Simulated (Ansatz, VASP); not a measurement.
Two plane-wave programs on NiO

```
Ni O
1.0
     0.00000    2.08590    2.08590
     2.08590    0.00000    2.08590
     2.08590    2.08590    0.00000
Ni O
1 1
Direct
  0.00000 0.00000 0.00000
  0.50000 0.50000 0.50000
```

Alike in both runs: task band structure; functional PBE; k mesh 11 × 11 × 11; occupations fermi-dirac, width 0.05 eV; collinear spin, ferromagnetic start.

|  | VASP | Ansatz |
| --- | --- | --- |
| version | VASP 6.6.1 | Ansatz 0.2.0 |
| potentials or method | VASP PAW PBE potentials, release 64 (Ni, O_s) | Ansatz PAW |
| plane-wave cutoff (eV) | 400 | 420 |
| valence electrons in the cell | 16 | 24 |

|  | VASP | Ansatz | Ansatz less VASP |
| --- | --- | --- | --- |
| gap on the k mesh at the Fermi level (eV) | none | none | - |
| pressure (GPa) | 4.8 | 5.7 | +0.92 |
| net moment per atom (μB) | 0.84 | 0.86 | +0.026 |
| size of the moment on the site where the two differ most (μB) | 0.26 | 0.27 | +0.017 |

Site moments also hang on the region over which each program counts them. A gap of «none» marks a metal or a gap that the smearing closes. The two sets of potentials don't hold the same shells in valence.

Caveats: a cell with one magnetic atom can't hold antiferromagnetic order, which such compounds often take; semilocal functionals often make such compounds metallic where correlation or magnetic order opens a gap, which also shifts bond lengths; the pressure holds a Pulay correction of +0.7 GPa for the finite cutoff (Ansatz).
